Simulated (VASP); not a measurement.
Input of a VASP 6.6.1 run:

POSCAR

```
PbSe                                    
1.0
    0.0000000000      3.0522591322      3.0522591322
    3.0522591322      0.0000000000      3.0522591322
    3.0522591322      3.0522591322      0.0000000000
  Pb              Se            
     1     1
Direct
     0.0000000000000000    0.0000000000000000    0.0000000000000000
     0.5000000000000000    0.5000000000000000    0.5000000000000000
```

File INCAR.step1:

```
PREC = Accurate ; ENCUT = 520
EDIFF = 1E-5 ; ISMEAR = 0
SIGMA = 0.03 ; LREAL = F
LASPH = T ; NELM = 80
ALGO = Normal ; ISIF = 2
LWAVE = T ; LCHARG = F
NBANDS = 17 ; GGA = PE
```

INCAR.step2

```
PREC = Accurate ; ENCUT = 520
EDIFF = 1E-6 ; ISMEAR = 0
SIGMA = 0.03 ; LREAL = F
LASPH = T ; NELM = 80
ALGO = Normal ; ISIF = 2
LWAVE = F ; LCHARG = F
METAGGA = MBJ ; NBANDS = 17
ISTART = 1
```

KPOINTS

```
Automatic mesh
0
Gamma
  10 10 10
```

The input KPOINTS_OPT:

```
explicit points
159
Reciprocal
 0.0000000000  0.0000000000  0.0000000000 1
 0.0357142857  0.0000000000  0.0357142857 1
 0.0714285714  0.0000000000  0.0714285714 1
 0.1071428571  0.0000000000  0.1071428571 1
 0.1428571429  0.0000000000  0.1428571429 1
 0.1785714286  0.0000000000  0.1785714286 1
[... 151 lines left out ...]
 0.4250000000  0.0000000000  0.4250000000 1
 0.4500000000  0.0000000000  0.4500000000 1
```

Potentials or basis: VASP PAW PBE potentials, release 64 (Pb_d, Se).

The run is started by

```console
$ cat potpaw_PBE.64/Pb_d/POTCAR potpaw_PBE.64/Se/POTCAR > POTCAR
$ cp INCAR.step1 INCAR
$ mpirun -np 1 vasp_std > vasp.out
$ cp INCAR.step2 INCAR
$ mpirun -np 1 vasp_std > vasp.out
```

Task: Estimate the band gap on the k mesh.

Result: 0.83 eV, direct.

Task: Estimate the band gap along the path.

Result: 0.83 eV, direct.

Levels at the corners of the path, in eV from the valence-band top:
```csv
point,band 7,band 8,band 9,band 10,band 11,band 12,band 13,band 14
Γ,-5.96,-2.10,-2.10,-2.10,5.10,5.10,5.10,6.71
X,-7.12,-4.95,-3.34,-3.34,4.14,5.97,5.97,6.45
X,-7.12,-4.95,-3.34,-3.34,4.14,5.97,5.97,6.45
W,-7.80,-4.25,-4.25,-0.97,2.26,5.28,5.28,8.10
W,-7.80,-4.25,-4.25,-0.97,2.26,5.28,5.28,8.10
K,-7.83,-4.57,-2.85,-2.39,3.72,4.24,5.78,6.25
K,-7.83,-4.57,-2.85,-2.39,3.72,4.24,5.78,6.25
Γ,-5.96,-2.10,-2.10,-2.10,5.10,5.10,5.10,6.71
Γ,-5.96,-2.10,-2.10,-2.10,5.10,5.10,5.10,6.71
L,-8.63,-1.70,-1.70,0.00,0.83,1.97,1.97,9.32
L,-8.63,-1.70,-1.70,0.00,0.83,1.97,1.97,9.32
U,-7.83,-4.57,-2.85,-2.39,3.72,4.24,5.78,6.25
U,-7.83,-4.57,-2.85,-2.39,3.72,4.24,5.78,6.25
W,-7.80,-4.25,-4.25,-0.97,2.26,5.28,5.28,8.10
W,-7.80,-4.25,-4.25,-0.97,2.26,5.28,5.28,8.10
L,-8.63,-1.70,-1.70,0.00,0.83,1.97,1.97,9.32
L,-8.63,-1.70,-1.70,0.00,0.83,1.97,1.97,9.32
K,-7.83,-4.57,-2.85,-2.39,3.72,4.24,5.78,6.25
U,-7.83,-4.57,-2.85,-2.39,3.72,4.24,5.78,6.25
X,-7.12,-4.95,-3.34,-3.34,4.14,5.97,5.97,6.45
```

Caveat: spin-orbit coupling is left out, which as a rule narrows the gap of such compounds by several tenths of an eV.

**What was measured.**

A printed reference work, monograph reports, for a bulk crystal of PbSe at 4.2 K: band gap 0.15 eV (direct).

Measured gap of PbSe: 0.15 eV (direct; 4.2 K; a printed reference work, monograph). This calculation gives 0.83 eV (+0.68 eV). 2 values of this kind are on record (0.15 to 0.28 eV); this one was drawn at random. Spin-orbit coupling on Pb, Se is left out. The value is that of TB-mBJ, without temperature or zero-point motion.
